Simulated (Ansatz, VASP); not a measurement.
**Two plane-wave programs on MgB2**

```
Mg B
1.0
     3.06870    0.00000    0.00000
    -1.53435    2.65757    0.00000
     0.00000    0.00000    3.51299
Mg B
1 2
Direct
  0.00000 0.00000 0.00000
  0.33333 0.66667 0.50000
  0.66667 0.33333 0.50000
```

Alike in both runs: functional r2SCAN; k mesh 15 × 15 × 12; occupations fermi-dirac, width 0.15 eV; no spin polarisation.

Ansatz relaxed the structure, and its values are those at the end. VASP's run is a single point on that final structure, the one shown.

|  | VASP | Ansatz |
| --- | --- | --- |
| version | VASP 6.6.1 | Ansatz 0.2.0 |
| potentials or method | VASP PAW PBE potentials, release 64 (Mg, B) | scalar-relativistic, plane waves, PAW |
| plane-wave cutoff (eV) | 520 | 500 |
| valence electrons in the cell | 8 | 16 |

```tsv
	VASP	Ansatz	Ansatz less VASP
gap on the k mesh at the Fermi level (eV)	none	none	-
pressure (GPa)	-0.4	0.0	+0.41
```

A gap of «none» marks a metal or a gap that the smearing closes. The two sets of potentials don't hold the same shells in valence.

Caveats: the PAW data sets were made with another functional, which shifts forces and pressure a little (VASP).
